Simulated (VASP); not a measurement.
# BN (Qingsongite) (F-43m) in VASP: a series of runs

The runs below take BN (Qingsongite) through relaxation of cell and atoms, relaxation of the atoms, with PBE.

All numbers are computed with VASP 6.6.1; they aren't measurements. Logs are shortened: lines on timing, memory, paths and dates and some standing lists are left out, and cuts for length are marked.

## Step 1: The structure

It takes space group F-43m (No. 216, cubic). Conventional cell: a = 3.625 Å, b = 3.625 Å, c = 3.625 Å, α = 90.00°, β = 90.00°, γ = 90.00°. Around B (site symmetry -43m) lie 4 N at 1.57 Å. N (site symmetry -43m) has 4 B at 1.57 Å as nearest neighbours.

## Step 2: Relaxation of cell and atoms, PBE

Input file INCAR:

```
PREC     = Accurate       # precision mode
ENCUT    = 600            # plane-wave cutoff, eV
EDIFF    = 1E-7           # SCF threshold, eV
ISMEAR   = 0              # smearing method
SIGMA    = 0.03           # smearing width, eV
LREAL    = F              # projectors in reciprocal space
LASPH    = T              # aspherical terms in the spheres
NELM     = 80             # most SCF steps
ALGO     = Normal         # electronic algorithm
ISIF     = 3              # what is computed and relaxed
LWAVE    = F              # write WAVECAR
LCHARG   = F              # write CHGCAR
GGA      = PE             # functional
IBRION   = 2              # ionic algorithm
NSW      = 90             # ionic steps
EDIFFG   = -0.005         # ionic threshold
```

Input file KPOINTS:

```
Automatic mesh
0
Gamma
  14 14 14
```

Input file POSCAR:

```
BN                                      
1.0
   -0.0000000000      1.8122822379      1.8122822379
    1.8122822379      0.0000000000      1.8122822379
    1.8122822379      1.8122822379     -0.0000000000
  B               N             
     1     1
Direct
     0.0000000000000000    0.0000000000000000    0.0000000000000000
     0.2500000000000000    0.2500000000000000    0.2500000000000000
```

Potentials or basis: VASP PAW PBE potentials, release 64 (B, N).

The run is started by

```console
> cat potpaw_PBE.64/B/POTCAR potpaw_PBE.64/N/POTCAR > POTCAR
> mpirun -np 1 vasp_std > vasp.out
```

OUTCAR:

```text
PREC = Accurate
   ENCUT = 600
   EDIFF = 1E-7
   ISMEAR = 0
   LREAL = F
   LASPH = T
   NELM = 80
   ISIF = 3
   GGA = PE
   IBRION = 2
   NSW = 90
   EDIFFG = -0.005

 ion  position               nearest neighbor table
   1  0.000  0.000  0.000-   2 1.57   2 1.57   2 1.57   2 1.57
   2  0.250  0.250  0.250-   1 1.57   1 1.57   1 1.57   1 1.57

  LATTYP: Found a face centered cubic cell.
 ALAT       =     3.6245644758

  Lattice vectors:

 A1 = (   0.0000000000,   1.8122822379,   1.8122822379)
 A2 = (   1.8122822379,   0.0000000000,   1.8122822379)
 A3 = (   1.8122822379,   1.8122822379,   0.0000000000)

Analysis of symmetry for initial positions (statically):
=====================================================================
 Subroutine PRICEL returns:
 Original cell was already a primitive cell.

 Routine SETGRP: Setting up the symmetry group for a
 face centered cubic supercell.

 Subroutine GETGRP returns: Found 24 space group operations
 (whereof 24 operations were pure point group operations)
 out of a pool of 48 trial point group operations.

The static configuration has the point symmetry T_d .

Analysis of symmetry for dynamics (positions and initial velocities):
=====================================================================
 Subroutine PRICEL returns:
 Original cell was already a primitive cell.

 Routine SETGRP: Setting up the symmetry group for a
 face centered cubic supercell.

 Subroutine GETGRP returns: Found 24 space group operations
 (whereof 24 operations were pure point group operations)
 out of a pool of 48 trial point group operations.

The dynamic configuration has the point symmetry T_d .

 Subroutine INISYM returns: Found 24 space group operations
 (whereof 24 operations are pure point group operations),
 and found     1 'primitive' translations

----------------------------------------------------------------------------------------

                                     Primitive cell

  volume of cell :      11.9044

  direct lattice vectors                    reciprocal lattice vectors
     0.000000000  1.812282238  1.812282238    -0.275895216  0.275895216  0.275895216
     1.812282238  0.000000000  1.812282238     0.275895216 -0.275895216  0.275895216
     1.812282238  1.812282238  0.000000000     0.275895216  0.275895216 -0.275895216

  length of vectors
     2.562954120  2.562954120  2.562954120     0.477864532  0.477864532  0.477864532

  position of ions in fractional coordinates (direct lattice)
     0.000000000  0.000000000  0.000000000
     0.250000000  0.250000000  0.250000000

  ion indices of the primitive-cell ions
   primitive index   ion index
                 1           1
                 2           2

----------------------------------------------------------------------------------------

 KPOINTS: Automatic mesh

Automatic generation of k-mesh.
 Grid dimensions read from file:
 generate k-points for:   14   14   14

 Generating k-lattice:

  Cartesian coordinates                     Fractional coordinates (reciprocal lattice)
    -0.019706801  0.019706801  0.019706801     0.071428571  0.000000000  0.000000000
     0.019706801 -0.019706801  0.019706801     0.000000000  0.071428571  0.000000000
     0.019706801  0.019706801 -0.019706801     0.000000000  0.000000000  0.071428571

  Length of vectors
     0.034133181  0.034133181  0.034133181

  Shift w.r.t. Gamma in fractional coordinates (k-lattice)
     0.000000000  0.000000000  0.000000000

 Subroutine IBZKPT returns following result:
 ===========================================

 Found    104 irreducible k-points:

 Following reciprocal coordinates:
            Coordinates               Weight
  0.000000  0.000000  0.000000      1.000000
  0.071429  0.000000  0.000000      8.000000
  0.142857  0.000000  0.000000      8.000000
  0.214286  0.000000  0.000000      8.000000
  0.285714  0.000000  0.000000      8.000000
  0.357143  0.000000  0.000000      8.000000
[... 16 lines left out ...]
  0.214286  0.142857  0.000000     24.000000
  0.285714  0.142857  0.000000     24.000000
 [... further k-points ...]
   k-points           NKPTS =    104   k-points in BZ     NKDIM =    104   number of bands    NBANDS=      8
   number of dos      NEDOS =    301   number of ions     NIONS =      2
   total plane-waves  NPLWV =   8000
   dimension x,y,z NGX =    20 NGY =   20 NGZ =   20
   dimension x,y,z NGXF=    40 NGYF=   40 NGZF=   40
   ions per type =               1   1
   NGX,Y,Z   is equivalent  to a cutoff of  12.97, 12.97, 12.97 a.u.
   NGXF,Y,Z  is equivalent  to a cutoff of  25.95, 25.95, 25.95 a.u.
 SYSTEM =  unknown system
   PREC   = accura    normal or accurate (medium, high low for compatibility)
   ISTART =      0    job   : 0-new  1-cont  2-samecut
   ICHARG =      2    charge: 1-file 2-atom 10-const
   ISPIN  =      1    spin polarized calculation?
   LNONCOLLINEAR =      F non collinear calculations
   LSORBIT =      F    spin-orbit coupling
   LASPH  =      T    aspherical Exc in radial PAW
   ENCUT  =  600.0 eV  44.10 Ry    6.64 a.u.   5.12  5.12  5.12*2*pi/ulx,y,z
   NELM   =     80;   NELMIN=  2; NELMDL= -5     # of ELM steps
   EDIFF  = 0.1E-06   stopping-criterion for ELM
   LREAL  =      F    real-space projection
   EDIFFG = -.5E-02   stopping-criterion for IOM
   NSW    =     90    number of steps for IOM
   IBRION =      2    ionic relax: 0-MD 1-quasi-New 2-CG
   NFREE  =      1    steps in history (QN), initial steepest desc. (CG)
   ISIF   =      3    stress and relaxation
   ISYM   =      2    0-nonsym 1-usesym 2-fastsym
   POTIM  = 0.5000    time-step for ionic-motion
   TEBEG  =    0.0;   TEEND  =   0.0 temperature during run
   PSTRESS=    0.0 pullay stress
   NELECT =       8.0000    total number of electrons
   NUPDOWN=      -1.0000    fix difference up-down
   EMIN   =  10.00;   EMAX   =-10.00  energy-range for DOS
   EFERMI =   0.00;   METHOD = LEGACY
   ISMEAR =     0;   SIGMA  =   0.03  broadening in eV -4-tet -1-fermi 0-gaus
   EFERMI_NEDOS =   21; number of points for ismear=-14 and -15
   IALGO  =     38    algorithm
   IMIX   =      4    mixing-type and parameters
     AMIX     =   0.40;   BMIX     =  1.00
     AMIX_MAG =   1.60;   BMIX_MAG =  1.00
  volume/ion in A,a.u.               =       5.95        40.17
  Fermi-wavevector in a.u.,A,eV,Ry     =   1.433955  2.709783 27.976684  2.056228
  Thomas-Fermi vector in A             =   2.553417
   LORBIT       =      0    0 simple, 1 ext, 2 COOP (PROOUT), +10 PAW based schemes
   GGA     = PE    functional components
   LHFCALC =     F    Hartree Fock is set to
   AEXX    =    0.0000 exact exchange contribution
   IVDW    =     0    specifies the selected vdW correction
   LEPSILON=     F    determine dielectric tensor
   LRPA    =     F    only Hartree local field effects (RPA)
 conjugate gradient relaxation of ions
 non-spin polarized calculation
 Gauss-broadening in eV      SIGMA  =   0.03
  energy-cutoff  :      600.00
  volume of cell :       11.90
 maximum number of plane-waves:       411
   NGX = 11   NGY = 11   NGZ = 11

 number of electron       7.9999999 magnetization

 Free energy of the ion-electron system (eV)
  ---------------------------------------------------
  ext. energy  EPLUGINS =         0.00000000
  ---------------------------------------------------
  free energy    TOTEN  =       -17.45460453 eV

  energy without entropy =      -17.45460453  energy(sigma->0) =      -17.45460453

 E-fermi :   7.5329     XC(G=0): -12.7831

 val. band max:        7.3052620623   @ k =   0.0000   0.0000   0.0000
 cond. band min:      11.7562985408   @ k =   0.5000   0.5000   0.0000
 fundamental gap:      4.4510364785
 Fermi energy:         7.5329372791

 k-point     1 :       0.0000    0.0000    0.0000
  band No.  band energies     occupation
      1     -12.8357      2.00000
      2       7.3053      2.00000
      3       7.3053      2.00000
      4       7.3053      2.00000
      5      16.0872      0.00000
      6      16.0872      0.00000
      7      16.0872      0.00000
      8      17.5266      0.00000

 k-point     2 :       0.0714    0.0000    0.0000
  band No.  band energies     occupation
      1     -12.7122      2.00000
      2       6.6238      2.00000
      3       7.1717      2.00000
      4       7.1717      2.00000
      5      16.2435      0.00000
      6      16.2903      0.00000
      7      16.2903      0.00000
      8      17.9501      0.00000

 k-point     3 :       0.1429    0.0000    0.0000
  band No.  band energies     occupation
      1     -12.3451      2.00000
      2       4.9706      2.00000
      3       6.8298      2.00000
      4       6.8298      2.00000
      5      16.4978      0.00000
      6      16.7957      0.00000
      7      16.7957      0.00000
      8      19.0218      0.00000

 k-point     4 :       0.2143    0.0000    0.0000
  band No.  band energies     occupation
      1     -11.7461      2.00000
      2       2.9194      2.00000
      3       6.4000      2.00000
      4       6.4000      2.00000
      5      16.7475      0.00000
      6      17.3635      0.00000
      7      17.3635      0.00000
      8      20.2313      0.00000

 k-point     5 :       0.2857    0.0000    0.0000
  band No.  band energies     occupation
      1     -10.9425      2.00000
      2       0.8126      2.00000
      3       5.9875      2.00000
      4       5.9875      2.00000
      5      16.9840      0.00000
      6      17.7702      0.00000
      7      17.7702      0.00000
      8      21.2411      0.00000

 k-point     6 :       0.3571    0.0000    0.0000
  band No.  band energies     occupation
      1      -9.9987      2.00000
      2      -1.1335      2.00000
      3       5.6592      2.00000
      4       5.6592      2.00000
      5      17.1786      0.00000
      6      17.9452      0.00000
      7      17.9452      0.00000
      8      21.9459      0.00000

 k-point     7 :       0.4286    0.0000    0.0000
  band No.  band energies     occupation
      1      -9.0899      2.00000
      2      -2.6673      2.00000
      3       5.4510      2.00000
      4       5.4510      2.00000
      5      17.3046      0.00000
      6      17.9732      0.00000
      7      17.9732      0.00000
      8      22.3503      0.00000
[... 133 lines left out ...]
 k-point    20 :      -0.1429    0.0714    0.0000
  band No.  band energies     occupation
      1     -12.0630      2.00000
      2       4.2543      2.00000
      3       5.8922      2.00000
      4       6.9246      2.00000
      5      16.7374      0.00000
      6      16.7771      0.00000
      7      17.4989      0.00000
      8      19.5539      0.00000

 k-point    21 :      -0.0714    0.0714    0.0000
  band No.  band energies     occupation
      1     -12.5075      2.00000
      2       5.8904      2.00000
      3       6.5005      2.00000
      4       7.1788      2.00000
      5      16.3593      0.00000
      6      16.3681      0.00000
      7      16.9238      0.00000
      8      18.5441      0.00000

 k-point    22 :       0.1429    0.1429    0.0000
  band No.  band energies     occupation
      1     -12.1825      2.00000
      2       5.7202      2.00000
      3       5.9375      2.00000
      4       5.9375      2.00000
      5      15.2551      0.00000
      6      17.9965      0.00000
      7      17.9965      0.00000
      8      18.8939      0.00000

 k-point    23 :       0.2143    0.1429    0.0000
  band No.  band energies     occupation
      1     -11.7427      2.00000
      2       4.1928      2.00000
      3       5.4127      2.00000
      4       5.8037      2.00000
      5      15.1891      0.00000
      6      18.5394      0.00000
      7      18.7864      0.00000
      8      19.4962      0.00000

 k-point    24 :       0.2857    0.1429    0.0000
  band No.  band energies     occupation
      1     -11.0828      2.00000
      2       2.2953      2.00000
      3       4.9801      2.00000
      4       5.4571      2.00000
      5      15.5067      0.00000
      6      18.8778      0.00000
      7      19.3901      0.00000
      8      20.0497      0.00000

 [... further k-points ...]

------------------------ aborting loop because EDIFF is reached ----------------------------------------

  FORCE on cell =-STRESS in cart. coord.  units (eV):
  Direction    XX          YY          ZZ          XY          YZ          ZX
  --------------------------------------------------------------------------------------
  -------------------------------------------------------------------------------------
  Total       -0.0002431     -0.0002431     -0.0002431      0.0000000      0.0000000      0.0000000
  in kB       -0.0327131     -0.0327131     -0.0327131      0.0000000      0.0000000      0.0000000
  external PRESSURE =      -0.0327131 kB  Pullay stress =       0.0000000 kB

 VOLUME and BASIS-vectors are now :
 -----------------------------------------------------------------------------
  energy-cutoff  :      600.00
  volume of cell :       11.90
      direct lattice vectors                 reciprocal lattice vectors
     0.000000000  1.812282238  1.812282238    -0.275895216  0.275895216  0.275895216
     1.812282238  0.000000000  1.812282238     0.275895216 -0.275895216  0.275895216
     1.812282238  1.812282238  0.000000000     0.275895216  0.275895216 -0.275895216

 POSITION                                       TOTAL-FORCE (eV/Angst)
 -----------------------------------------------------------------------------------
      0.00000      0.00000      0.00000        -0.000000      0.000000     -0.000000
      0.90614      0.90614      0.90614         0.000000     -0.000000      0.000000
 -----------------------------------------------------------------------------------
    total drift:                                0.000000      0.000000      0.000000

  FREE ENERGIE OF THE ION-ELECTRON SYSTEM (eV)
  ---------------------------------------------------
  free  energy   TOTEN  =       -17.4546045284 eV

  energy  without entropy=      -17.4546045284  energy(sigma->0) =      -17.45460453

 reached required accuracy - stopping structural energy minimisation
```

It took 8.3 s on 1 thread of Intel Xeon Platinum 8488C (Sapphire Rapids), shared host; peak memory 0.12 GiB.

Results:

```yaml
Free_energy: -17.4546 eV
Pressure_after_relaxing: 0.0 GPa
Band_gap_on_the_k_mesh: 4.45 eV, indirect (least direct gap 8.78 eV)
```

Final structure:
```
B N
1.0
     0.00000    1.81228    1.81228
     1.81228    0.00000    1.81228
     1.81228    1.81228    0.00000
B N
1 1
Direct
  0.00000 0.00000 0.00000
  0.25000 0.25000 0.25000
```

Levels at points of the mesh, in eV from the valence-band top:
| k point | band 1 | band 2 | band 3 | band 4 | band 5 | band 6 | band 7 | band 8 |
| --- | --- | --- | --- | --- | --- | --- | --- | --- |
| (0.00, 0.00, 0.00) | -20.14 | 0.00 | 0.00 | 0.00 | 8.78 | 8.78 | 8.78 | 10.22 |
| (0.50, 0.00, 0.00) | -15.96 | -10.62 | -1.93 | -1.93 | 10.04 | 10.66 | 10.66 | 15.18 |
| (0.50, 0.50, 0.00) | -14.61 | -8.86 | -4.87 | -4.87 | 4.45 | 9.19 | 17.80 | 17.80 |

Caveat: the relaxation stopped at its first step, so nothing moved.

## Step 3: Relaxation of the atoms, PBE (a relaxed cell with its volume scaled by 0.94)

Changes to INCAR since step 2:

```diff
@@ -9,3 +9,3 @@
 ALGO     = Normal         # electronic algorithm
-ISIF     = 3              # what is computed and relaxed
+ISIF     = 2              # what is computed and relaxed
 LWAVE    = F              # write WAVECAR
@@ -14,3 +14,3 @@
 IBRION   = 2              # ionic algorithm
-NSW      = 90             # ionic steps
-EDIFFG   = -0.005         # ionic threshold
+NSW      = 40             # ionic steps
+EDIFFG   = -0.01          # ionic threshold
```

KPOINTS is that of step 2.

Input file POSCAR:

```
BN                                      
1.0
    0.0000000000      1.7752865053      1.7752865053
    1.7752865053      0.0000000000      1.7752865053
    1.7752865053      1.7752865053      0.0000000000
  B               N             
     1     1
Direct
     0.0000000000000000    0.0000000000000000    0.0000000000000000
     0.2500000000000000    0.2500000000000000    0.2500000000000000
```

Potentials or basis: VASP PAW PBE potentials, release 64 (B, N).

The run is started by

```console
> cat potpaw_PBE.64/B/POTCAR potpaw_PBE.64/N/POTCAR > POTCAR
> mpirun -np 1 vasp_std > vasp.out
```

Wall time 13 s (1 thread of Intel Xeon Platinum 8488C (Sapphire Rapids), shared host); peak memory 0.12 GiB.

The run converged. Its results:

- Free energy: -17.3972 eV
- Pressure after relaxing: 25.9 GPa
- Band gap on the k mesh: 4.51 eV, indirect (least direct gap 9.08 eV)

Final structure:
```
B N
1.0
     0.00000    1.77529    1.77529
     1.77529    0.00000    1.77529
     1.77529    1.77529    0.00000
B N
1 1
Direct
  0.00000 0.00000 0.00000
  0.25000 0.25000 0.25000
```

Levels at points of the mesh, in eV from the valence-band top:
```tsv
k point	band 1	band 2	band 3	band 4	band 5	band 6	band 7	band 8
(0.00, 0.00, 0.00)	-20.86	0.00	0.00	0.00	9.08	9.08	9.08	11.24
(0.50, 0.00, 0.00)	-16.38	-11.20	-2.04	-2.04	10.86	11.00	11.00	15.81
(0.50, 0.50, 0.00)	-14.94	-9.28	-5.18	-5.18	4.51	9.53	18.76	18.76
```

Caveat: the relaxation stopped at its first step, so nothing moved. A k mesh can miss the band edges.

## Step 4: Relaxation of the atoms, PBE (a relaxed cell with its volume scaled by 0.96)

INCAR is that of step 3.

KPOINTS is that of step 3.

Input file POSCAR:

```
BN                                      
1.0
    0.0000000000      1.7877889349      1.7877889349
    1.7877889349      0.0000000000      1.7877889349
    1.7877889349      1.7877889349      0.0000000000
  B               N             
     1     1
Direct
     0.0000000000000000    0.0000000000000000    0.0000000000000000
     0.2500000000000000    0.2500000000000000    0.2500000000000000
```

The run is started by

```console
> cat potpaw_PBE.64/B/POTCAR potpaw_PBE.64/N/POTCAR > POTCAR
> mpirun -np 1 vasp_std > vasp.out
```

Run time: 9.6 s. Hardware: 1 thread of Intel Xeon Platinum 8488C (Sapphire Rapids), shared host; peak memory 0.12 GiB.

Results (log left out):

```
Free energy             : -17.4294 eV
Pressure after relaxing : 16.5 GPa
Band gap on the k mesh  : 4.49 eV, indirect (least direct gap 8.98 eV)
```

Final structure:
```yaml
crystal:
  lattice:
    - [0.00000, 1.78779, 1.78779]
    - [1.78779, 0.00000, 1.78779]
    - [1.78779, 1.78779, 0.00000]
  atoms:
    - { symbol: B, position: [0.00000, 0.00000, 0.00000] }
    - { symbol: N, position: [0.25000, 0.25000, 0.25000] }
```

Levels at points of the mesh, in eV from the valence-band top:
| k point | band 1 | band 2 | band 3 | band 4 | band 5 | band 6 | band 7 | band 8 |
| --- | --- | --- | --- | --- | --- | --- | --- | --- |
| (0.00, 0.00, 0.00) | -20.61 | 0.00 | 0.00 | 0.00 | 8.98 | 8.98 | 8.98 | 10.89 |
| (0.50, 0.00, 0.00) | -16.24 | -11.00 | -2.00 | -2.00 | 10.58 | 10.89 | 10.89 | 15.60 |
| (0.50, 0.50, 0.00) | -14.82 | -9.13 | -5.07 | -5.07 | 4.49 | 9.42 | 18.43 | 18.43 |

Caveat: the relaxation stopped at its first step, so nothing moved. A k mesh can miss the band edges.

[end of part 1 of 2]
